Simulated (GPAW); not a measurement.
A run of GPAW 26.7.0 is set up as follows.

run.py

```python
from ase import Atoms
from ase.dft.bandgap import bandgap
from ase.io import write
from ase.units import GPa
from gpaw import GPAW, PW

atoms = Atoms(['Cd', 'Cd', 'As', 'As', 'As', 'As', 'Ge', 'Ge'],
              cell=[[-2.9888745628, 2.9888745628, 5.6642966801],
                    [2.9888745628, -2.9888745628, 5.6642966801],
                    [2.9888745628, 2.9888745628, -5.6642966801]],
              scaled_positions=[[0.5, 0.5, 0.0],
                                [0.25, 0.75, 0.5],
                                [0.09621757, 0.125, 0.47121757],
                                [0.375, 0.90378243, 0.02878243],
                                [0.65378243, 0.625, 0.52878243],
                                [0.875, 0.34621757, 0.97121757],
                                [0.75, 0.25, 0.5],
                                [0.0, 0.0, 0.0]],
              pbc=True)

calc = GPAW(mode=PW(450),
            xc='PBE',
            kpts={'size': (5, 5, 5), 'gamma': True},
            occupations={'name': 'fermi-dirac', 'width': 0.05},
            nbands=45,
            maxiter=120,
            txt='gpaw.txt')
atoms.calc = calc
energy = atoms.get_potential_energy()
forces = atoms.get_forces()
stress = atoms.get_stress()
calc.write('gs.gpw')
write('result.traj', atoms)
print(f'Energy: {energy:.6f} eV')
print('Forces (eV/A):')
print(forces.round(4))
print('Stress (GPa):', (stress / GPa).round(3))
print('Fermi level:', round(calc.get_fermi_level(), 4), 'eV')
print(f'Gap: {bandgap(calc)[0]:.4f} eV, direct: {bandgap(calc, direct=True)[0]:.4f} eV')
```

Potentials or basis: GPAW PAW data sets (gpaw-data 1.2.1), pw.

Launch:

```console
$ OMP_NUM_THREADS=1 python run.py
```

(1) Predict the band gap on the k mesh.

(2) What does it give for the pressure?

Answers

(1) 0.22 eV, direct.

(2) 1.8 GPa.

Caveat: the cutoff is short for stress and forces, so pressures can be off by a GPa or more.

**Measured values to compare with.**

From a printed reference work, data compilation, original work of 1975, for a bulk crystal of CdGeAs2 at 300 K: band gap 0.57 eV (direct).

Measured gap of CdGeAs2: 0.57 eV (direct; 300 K; a printed reference work, data compilation, original work of 1975). This calculation gives 0.22 eV (-0.35 eV). Spin-orbit coupling on As, Cd, Ge is left out. The value is that of PBE, without temperature or zero-point motion. Semilocal functionals fall short of measured gaps as a rule. The cell is a database's relaxed one, not the measured one, which moves gaps too.
